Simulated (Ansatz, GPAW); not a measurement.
## Ballistic transport through a Ga chain with a Si atom bridging one bond, from relaxation to T(E)

Wanted: T(E) of a Ga chain with a Si atom bridging one bond at a relaxed geometry in two programs, beside the unrelaxed structure.

Method: Ansatz plane waves; relaxation of the junction with the lead ends held, in the first sound run; inputs show where later runs differ, in GPAW 26.7.0 and Ansatz 0.2.0.

Most raw output is cut from this account.

## Step 1: The starting structure

The cell holds 13 atoms: 12 Ga and 1 Si. Its edges and angles: a = 9.000 Å, b = 9.000 Å, c = 30.800 Å, α = 90.0°, β = 90.0°, γ = 90.0°. Regions: left lead, 6 atoms (6 Ga); channel, 1 atom (1 Si); right lead, 6 atoms (6 Ga). Vacuum lies along a and b. The structure is stacked along c, and the current runs across the ab planes.

## Step 2: Relaxation

Transmission follows bond lengths closely, so the atoms between the held lead ends are relaxed first, from a slightly shaken start that lets symmetry break.

Contents of input.yaml:

```yaml
crystal:
  lattice:
    - [9.0, 0.0, 0.0]
    - [0.0, 9.0, 0.0]
    - [0.0, 0.0, 30.8]
  atoms:
    - { symbol: Ga, position: [0.5, 0.5, 0.0413961039] }
    - { symbol: Ga, position: [0.5, 0.5, 0.1241883117] }
    - { symbol: Ga, position: [0.5, 0.5, 0.2069805195] }
    - { symbol: Ga, position: [0.5, 0.5, 0.2897727273] }
    - { symbol: Ga, position: [0.5060891885, 0.4897388936, 0.3734981143] }
    - { symbol: Ga, position: [0.5002321241, 0.5043941667, 0.4557327558] }
    - { symbol: Si, position: [0.7201518491, 0.5001058125, 0.4994971791] }
    - { symbol: Ga, position: [0.5019349497, 0.5014403562, 0.5442952863] }
    - { symbol: Ga, position: [0.4991756539, 0.5023981356, 0.628121087] }
    - { symbol: Ga, position: [0.5, 0.5, 0.7102272727] }
    - { symbol: Ga, position: [0.5, 0.5, 0.7930194805] }
    - { symbol: Ga, position: [0.5, 0.5, 0.8758116883] }
    - { symbol: Ga, position: [0.5, 0.5, 0.9586038961] }
kpoints:
  mp_grid: { grid: [1, 1, 3] }
hamiltonian:
  xc: pbe
scf:
  occupations: { method: fermi_dirac, width: 0.1 }
relax:
  f_tol: 0.03
  max_steps: 80
  constraints: [{ sites: [0, 1, 2, 3, 9, 10, 11, 12] }]
```

On the command line:

```bash
> ansatz run input.yaml --threads 4 --pin off --max-ram 8192MiB --backend cpu --events-out ev --progress --plain --runs-dir out
```

The job ended after 3.2 min (4 threads of Arm Neoverse V1, shared host; peak memory 2.5 GiB; 12 min of CPU time).

Step by step:

```tsv
step	energy less that of the first step (eV)	largest force component (eV/Å)
1	0.0000	0.5925
2	-0.0726	0.3442
3	-0.1387	0.1579
4	-0.2100	0.2305
5	-0.2887	0.1816
6	-0.3593	0.1745
7	-0.4157	0.1107
8	-0.4633	0.0830
9	-0.5000	0.0653
10	-0.5201	0.0633
11	-0.5331	0.0339
12	-0.5417	0.0383
13	-0.5471	0.0218
14	-0.5499	0.0323
15	-0.5515	0.0348
16	-0.5526	0.0304
17	-0.5530	0.0251
```

The atoms that moved most (Å):

```tsv
atom	dx	dy	dz	length
Ga9	1.625	-0.138	0.529	1.714
Ga5	1.558	-0.045	-0.574	1.661
Ga6	1.399	-0.150	-0.528	1.503
Ga8	1.383	-0.117	0.533	1.487
Si7	0.763	-0.202	0.021	0.790
```

This step gave:

- free energy: -46015.9042 eV
- smearing term TS: 0.6245 eV
- symmetry operations: 1

The relaxation lowered the energy of the cell by 0.553 eV.

## Step 3: Plane-wave reference (PBE)

A plane-wave run comes first: its basis does not favour the atoms, so it serves as the reference for the orbital bases.

This step: Ansatz plane waves; Landauer transmission by layers, zero bias (Ansatz 0.2.0).

Contents of input.yaml:

```yaml
crystal:
  lattice:
    - [9.0, 0.0, 0.0]
    - [0.0, 9.0, 0.0]
    - [0.0, 0.0, 30.8]
  atoms:
    - { symbol: Ga, position: [0.5, 0.5, 0.0413961039] }
    - { symbol: Ga, position: [0.5, 0.5, 0.1241883117] }
    - { symbol: Ga, position: [0.5, 0.5, 0.2069805195] }
    - { symbol: Ga, position: [0.5, 0.5, 0.2897727273] }
    - { symbol: Ga, position: [0.679225279, 0.4847330119, 0.3548671407] }
    - { symbol: Ga, position: [0.6556377063, 0.4876719739, 0.438578485] }
    - { symbol: Si, position: [0.8049747684, 0.477617303, 0.500168209] }
    - { symbol: Ga, position: [0.6556129552, 0.4884034397, 0.5616132483] }
    - { symbol: Ga, position: [0.6797221716, 0.4871005692, 0.6452847291] }
    - { symbol: Ga, position: [0.5, 0.5, 0.7102272727] }
    - { symbol: Ga, position: [0.5, 0.5, 0.7930194805] }
    - { symbol: Ga, position: [0.5, 0.5, 0.8758116883] }
    - { symbol: Ga, position: [0.5, 0.5, 0.9586038961] }
kpoints:
  mp_grid: { grid: [1, 1, 3] }
hamiltonian:
  xc: pbe
scf:
  occupations: { method: fermi_dirac, width: 0.1 }
output:
  transmission:
    leads: [[0, 1]]
    e_range: [-2, 2]
    de: 0.025
    kmesh: [1, 1]
    reduced_basis: true
  write_potential: true
  write_density: true
  volumetric_format: npy
```

Elapsed: 96 s, on 4 threads; peak memory 2.5 GiB.

Numbers from this step:

| Item | Value |
| --- | --- |
| smearing term TS | 0.6244 eV |
| lead level | 0 eV from the Fermi level |
| transmission at the Fermi level (one spin) | 0.7262 |
| open channels of the lead at the Fermi level (one spin) | 3 |
| step of the potential along the lead | 5.2 meV |
| offset of the lead | 0 Å |
| filling of the lead less its bulk value, in size | 30.4 meV |
| conductance | 0.7264 G₀ |

One spin. Table of transmission, zone mean by energy, zero at the Fermi level:

energy (eV), transmission, zone mean and a bar:
```
   -2.000       0.07 #
   -1.800       0.01 
   -1.600       0.00 
   -1.400       0.00 
   -1.200       0.02 
   -1.000       0.06 #
   -0.800       0.12 ##
   -0.600       0.76 ############
   -0.575       0.86 ##############
   -0.400       0.33 #####
   -0.200       0.45 #######
    0.000       0.73 ############
    0.200       0.93 ###############
    0.400       1.16 ##################
    0.600       1.33 #####################
    0.800       1.38 ######################
    1.000       1.34 #####################
    1.200       1.31 #####################
    1.400       1.33 #####################
    1.600       1.43 #######################
    1.800       1.61 ##########################
    2.000       1.89 ##############################
```

One spin. The open channels, zone mean by energy, zero at the Fermi level:

energy (eV), open channels, zone mean and a bar:
```
   -2.000       1.00 ##########
   -1.900       1.00 ##########
   -1.800       1.00 ##########
   -1.700       1.00 ##########
   -1.600       1.00 ##########
   -1.500       0.00 
   -1.400       1.00 ##########
   -1.300       1.00 ##########
   -1.200       1.00 ##########
   -1.100       1.00 ##########
   -1.000       1.00 ##########
   -0.900       1.00 ##########
   -0.800       1.00 ##########
   -0.700       1.00 ##########
   -0.600       1.00 ##########
   -0.500       1.00 ##########
   -0.400       1.00 ##########
   -0.300       1.00 ##########
   -0.200       3.00 ##############################
   -0.100       3.00 ##############################
    0.000       3.00 ##############################
    0.100       3.00 ##############################
    0.200       3.00 ##############################
    0.300       3.00 ##############################
    0.400       3.00 ##############################
    0.500       3.00 ##############################
    0.600       3.00 ##############################
    0.700       3.00 ##############################
    0.800       3.00 ##############################
    0.900       3.00 ##############################
    1.000       3.00 ##############################
    1.100       3.00 ##############################
    1.200       3.00 ##############################
    1.300       3.00 ##############################
    1.400       3.00 ##############################
    1.500       3.00 ##############################
    1.600       3.00 ##############################
    1.700       3.00 ##############################
    1.800       3.00 ##############################
    1.900       3.00 ##############################
    2.000       3.00 ##############################
```

Crystal 0, spin -, k parallel (0, 0); distinct values, listed up to 1.5 1/Å. Im kz of the slowest decaying states against energy, zero at the Fermi level:

```tsv
energy (eV)	decay 1 (Å⁻¹)	decay 2 (Å⁻¹)	decay 3 (Å⁻¹)	decay 4 (Å⁻¹)
-2.000	0.644	0.645	1.14	1.27
-1.800	0.607	0.608	1.12	1.25
-1.600	0.567	0.568	1.09	1.23
-1.400	0.523	0.525	1.07	1.20
-1.200	0.476	0.478	1.04	1.18
-1.000	0.422	0.425	1.02	1.16
-0.800	0.361	0.364	0.989	1.14
-0.600	0.286	0.289	0.962	1.11
-0.400	0.181	0.186	0.934	1.09
-0.200	0.905	1.06	1.18	1.18
0.000	0.875	1.04	1.16	1.16
0.200	0.844	1.01	1.13	1.13
0.400	0.812	0.987	1.11	1.11
0.600	0.778	0.960	1.09	1.09
0.800	0.743	0.932	1.06	1.06
1.000	0.706	0.904	1.04	1.04
1.200	0.668	0.874	1.01	1.02
1.400	0.626	0.843	0.987	0.990
1.600	0.582	0.811	0.959	0.963
1.800	0.535	0.778	0.931	0.937
2.000	0.482	0.743	0.902	0.909
```

Crystal 0, spin -, k parallel (0, 0). Re kz of states that move upwards against energy, zero at the Fermi level:

```tsv
energy (eV)	channel 1 (Å⁻¹)	channel 2 (Å⁻¹)	channel 3 (Å⁻¹)
-2.000	1.18	-	-
-1.800	1.20	-	-
-1.600	1.22	-	-
-1.400	-1.23	-	-
-1.200	-1.20	-	-
-1.000	-1.18	-	-
-0.800	-1.16	-	-
-0.600	-1.15	-	-
-0.400	-1.13	-	-
-0.200	-1.11	0.120	0.128
0.000	-1.09	0.253	0.256
0.200	-1.07	0.337	0.340
0.400	-1.05	0.405	0.407
0.600	-1.04	0.463	0.465
0.800	-1.02	0.515	0.517
1.000	-1.00	0.562	0.564
1.200	-0.983	0.606	0.608
1.400	-0.966	0.648	0.649
1.600	-0.949	0.687	0.688
1.800	-0.932	0.724	0.726
2.000	-0.916	0.760	0.762
```

The electrostatic potential energy of an electron (with the applied field's), less the Fermi level, planar mean oscillates, so the rows of the table below give means over windows of 1 Å about each position, cut where the curve ends. Its maxima inside the range that stand out by 2 % of the span (Å: eV): 2.6: 3.64, 5.1: 3.62, 7.7: 3.61, 10.0: 3.28, 12.3: 3.80, 14.5: 3.72, 16.3: 3.71, 18.5: 3.80, 20.8: 3.28, 23.1: 3.61, 25.7: 3.62, 28.2: 3.64. Its minima: 1.3: 2.62, 3.9: 2.62, 6.4: 2.60, 9.0: 2.64, 10.8: 2.63, 13.4: 2.96, 15.4: 2.71, 17.4: 2.96, 20.0: 2.63, 21.8: 2.64, 24.4: 2.60, 26.9: 2.62, 29.5: 2.62.

The electrostatic potential energy of an electron (with the applied field's), less the Fermi level, planar mean by z; means over each step:

```tsv
z (Å)	electrostatic potential energy of an electron (with the applied field's), less the Fermi level, planar mean (eV)
0	3.51
1	2.81
2	3.19
3	3.28
4	2.76
5	3.48
6	2.85
7	3.07
8	3.34
9	2.73
10	3.10
11	2.74
12	3.58
13	3.25
14	3.31
15	3.16
16	3.33
17	3.18
18	3.41
19	3.42
20	2.74
21	3.10
22	2.75
23	3.46
24	2.89
25	3.02
26	3.39
27	2.72
28	3.43
29	3.00
30	2.96
```

The valence density, planar mean oscillates, so the rows of the table below give means over windows of 2.57 Å about each position, cut where the curve ends. Its maxima inside the range that stand out by 2 % of the span (Å: e/Å³): 1.3: 0.216, 3.9: 0.215, 6.4: 0.213, 9.0: 0.211, 11.0: 0.211, 13.5: 0.214, 17.3: 0.213, 19.8: 0.211, 21.8: 0.211, 24.4: 0.213, 26.9: 0.215, 29.5: 0.216. Its minima: 2.6: 0.0138, 5.1: 0.0138, 7.7: 0.0136, 10.0: 0.0235, 12.3: 0.0134, 15.4: 0.0253, 18.5: 0.0134, 20.8: 0.0236, 23.1: 0.0136, 25.7: 0.0138, 28.2: 0.0138.

Table of valence density, planar mean by z; means over each step:

```tsv
z (Å)	valence density, planar mean (e/Å³)
1.28	0.0626
3.85	0.0626
6.42	0.0625
8.99	0.0657
11.56	0.0627
14.13	0.0683
16.70	0.0684
19.27	0.0628
21.84	0.0655
24.41	0.0625
26.98	0.0626
29.55	0.0663
```

T at the Fermi level is 0.726 of 3 open channels a spin.

(Continued in part 2 of 3.)

[Logs are printed without paths, hosts, clocks, repeated set-up lines and the standing remarks that a program may print on its own settings, such as how far it seeks lower states.]

[Hosts, paths, dates, database ids (printed as entryN), source tags and the programs' standing remarks are cut or masked in the printed files.]
